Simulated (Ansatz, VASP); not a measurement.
One calculation of MgO, two programs

The input INCAR:

```
PREC = Accurate
ENCUT = 520
EDIFF = 1E-6
ISMEAR = 0
SIGMA = 0.05
LREAL = F
LASPH = T
NELM = 60
ALGO = Normal
ISIF = 2
LWAVE = F
LCHARG = T
GGA = PE
LELF = T
LVHAR = T
NBANDS = 26
```

The input KPOINTS:

```
Automatic mesh
0
Gamma
  9 9 4
```

File POSCAR:

```
MgO
1.0
    3.2734145631      0.0000000000      0.0000000000
   -1.6367072816      2.8348601688      0.0000000000
    0.0000000000      0.0000000000      9.2925692618
Mg O
4 4
Direct
    0.3333333333      0.6666666667      0.9694906392
    0.0000000000      0.0000000000      0.2208211786
    0.0000000000      0.0000000000      0.7208211786
    0.6666666667      0.3333333333      0.4694906392
    0.3333333333      0.6666666667      0.7800420079
    0.0000000000      0.0000000000      0.5296443544
    0.0000000000      0.0000000000      0.0296443544
    0.6666666667      0.3333333333      0.2800420079
```

Input for Ansatz:

```yaml
crystal:
  lattice:
    - [3.2734145631, 0.0, 0.0]
    - [-1.6367072816, 2.8348601688, 0.0]
    - [0.0, 0.0, 9.2925692618]
  atoms:
    - { symbol: Mg, position: [0.3333333333, 0.6666666667, 0.9694906392] }
    - { symbol: Mg, position: [0.0, 0.0, 0.2208211786] }
    - { symbol: Mg, position: [0.0, 0.0, 0.7208211786] }
    - { symbol: Mg, position: [0.6666666667, 0.3333333333, 0.4694906392] }
    - { symbol: O, position: [0.3333333333, 0.6666666667, 0.7800420079] }
    - { symbol: O, position: [0.0, 0.0, 0.5296443544] }
    - { symbol: O, position: [0.0, 0.0, 0.0296443544] }
    - { symbol: O, position: [0.6666666667, 0.3333333333, 0.2800420079] }
basis:
  ecutwfc: 520.0
kpoints:
  mp_grid: { grid: [9, 9, 4] }
hamiltonian:
  xc: pbe
  pseudopotentials: { kind: paw, azcp: { folder: soft_1 } }
scf:
  occupations: { method: gaussian, width: 0.05 }
output:
  forces: true
  stress: true
  eigenvalues: true
```

Alike in both runs: task single point; functional PBE; k mesh 9 × 9 × 4; occupations gaussian, width 0.05 eV; no spin polarisation.

|  | VASP | Ansatz |
| --- | --- | --- |
| version | VASP 6.6.1 | Ansatz 0.2.0 |
| potentials or method | VASP PAW PBE potentials, release 64 (Mg, O) | scalar-relativistic, plane waves, PAW |
| plane-wave cutoff (eV) | 520 | 520 |
| valence electrons in the cell | 32 | 64 |

Ansatz gave:

| Quantity | Value |
| --- | --- |
| gap on the k mesh at the Fermi level (eV) | 3.86 |
| least direct gap on the mesh (eV) | 3.86 |
| pressure (GPa) | 21.7 |
| largest component of the traceless stress (GPa) | 28.43 |
| rms of the force components (eV/Å) | 1.460 |

Which values does VASP return?

gap on the k mesh at the Fermi level (eV): 3.85; least direct gap on the mesh (eV): 3.85; pressure (GPa): 21.6; largest component of the traceless stress (GPa): 29.06; rms of the force components (eV/Å): 1.494.

Atom by atom the forces differ by 0.034 eV/Å (rms over components). With one functional, cell and mesh, what is left measures potentials, basis and numerics. The two sets of potentials don't hold the same shells in valence.

Caveats: so large a pressure means that the cell lies far from this level's equilibrium, or that cutoff or potentials fall short (VASP); an odd mesh through Γ misses points on the zone boundary, where band edges often lie; forces of over 1 eV/Å show positions far from the minimum, so gaps and moduli don't describe the material at rest.
